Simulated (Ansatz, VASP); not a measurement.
# FePt (Tetraferroplatinum) in VASP and in Ansatz

The input INCAR:

```
SYSTEM = FePt
PREC = Accurate
ENCUT = 520
EDIFF = 1E-6
ISMEAR = 0
SIGMA = 0.015
LREAL = .FALSE.
LASPH = .TRUE.
NELM = 150
ALGO = Normal
ISIF = 2
LWAVE = .FALSE.
LCHARG = .FALSE.
ISPIN = 2
MAGMOM = 0 3
LORBIT = 11
LMAXMIX = 4
GGA = PE
NBANDS = 20
```

The input KPOINTS:

```
Automatic mesh
0
G
  10 10 7
  0 0 0
```

The input POSCAR:

```
FePt
1.0
    2.7235000000      0.0000000000      0.0000000000
    0.0000000000      2.7235000000      0.0000000000
    0.0000000000      0.0000000000      3.7200000000
Pt Fe
1 1
Direct
    0.5000000000      0.5000000000      0.5000000000
    0.0000000000      0.0000000000      0.0000000000
```

The input input.yaml:

```yaml
crystal:
  lattice:
    - [2.7235, 0.0, 0.0]
    - [0.0, 2.7235, 0.0]
    - [0.0, 0.0, 3.72]
  atoms:
    - { symbol: Pt, position: [0.5, 0.5, 0.5] }
    - { symbol: Fe, position: [0.0, 0.0, 0.0], spin: 3.0 }
kpoints:
  mp_grid: { grid: [10, 10, 7] }
scf:
  occupations: { method: gaussian, width: 0.015 }
hamiltonian:
  xc: pbe
  pseudopotentials: { kind: all_electron, lapw: { basis_error: 0.001 } }
magnetization:
  spin_polarized: true
output:
  forces: true
  stress: true
  eigenvalues: true
```

Alike in both runs: task single point; functional PBE; k mesh 10 × 10 × 7; occupations gaussian, width 0.015 eV; collinear spin.

|  | VASP | Ansatz |
| --- | --- | --- |
| version | VASP 6.6.1 | Ansatz 0.2.0 |
| potentials or method | VASP PAW PBE potentials, release 64 (Pt, Fe) | all-electron LAPW, scalar-relativistic |
| plane-wave cutoff (eV) | 520 | see its input |

Ansatz gave:

| Item | Value |
| --- | --- |
| gap on the k mesh at the Fermi level (eV) | none |
| pressure (GPa) | 3.4 |
| largest component of the traceless stress (GPa) | 0.31 |
| net moment per atom (μB) | 1.64 |
| size of the moment on the site where the two differ most (μB) | 2.97 |

What did VASP give for the same quantities?

gap on the k mesh at the Fermi level (eV): none; pressure (GPa): 2.8; largest component of the traceless stress (GPa): 0.40; net moment per atom (μB): 1.63; size of the moment on the site where the two differ most (μB): 2.91.

Site moments also hang on the region over which each program counts them. A gap of «none» marks a metal or a gap that the smearing closes. Ansatz ran all-electron here, so the differences hold the error of VASP's frozen core and of both bases.

The runs have no spin-orbit coupling, so splittings on Pt are missing.
